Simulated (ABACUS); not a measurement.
Here is an ABACUS 3.10.1 calculation.

File INPUT:

```
INPUT_PARAMETERS
suffix              Te2Pt
calculation         scf
basis_type          pw
pseudo_dir          ./
symmetry            1
dft_functional      pbesol
ecutwfc             84
pseudo_rcut         7
nspin               1
nbands              30
ks_solver           dav
smearing_method     fd
smearing_sigma      0.00367493
scf_thr             1e-08
scf_nmax            100
mixing_type         broyden
mixing_beta         0.7
cal_force           1
cal_stress          1
out_chg             1
out_pot             2
out_elf             1
```

File STRU:

```
ATOMIC_SPECIES
Pt 195.0840 Pt.upf
Te 127.6000 Te.upf

LATTICE_CONSTANT
1.8897261246

LATTICE_VECTORS
4.0100000000 0.0000000000 0.0000000000
-2.0050000000 3.4727618692 0.0000000000
0.0000000000 0.0000000000 5.2010000000

ATOMIC_POSITIONS
Direct

Pt
0.0
1
0.0000000000 0.0000000000 0.0000000000 1 1 1

Te
0.0
2
0.6666666667 0.3333333333 0.7500000000 1 1 1
0.3333333333 0.6666666667 0.2500000000 1 1 1
```

KPT

```
K_POINTS
0
Gamma
8 8 5 0 0 0
```

Potentials or basis: PseudoDojo NC SR 0.4.1 PBEsol standard, plane waves.

The run is started by

```bash
$ OMP_NUM_THREADS=1 mpirun -np 4 abacus > log
```

Q: Estimate the band gap on the k mesh.

A: None (metal or under the smearing width).

Q: Predict the largest force.

A: 0.794 eV/Å.

Q: Predict the pressure.

A: 4.5 GPa.

Stress tensor (GPa, compression positive):
```
4.93 0.00 0.00
0.00 4.93 0.00
0.00 0.00 3.63
```

Spin-orbit coupling is left out, which matters for the levels of Pt, Te.
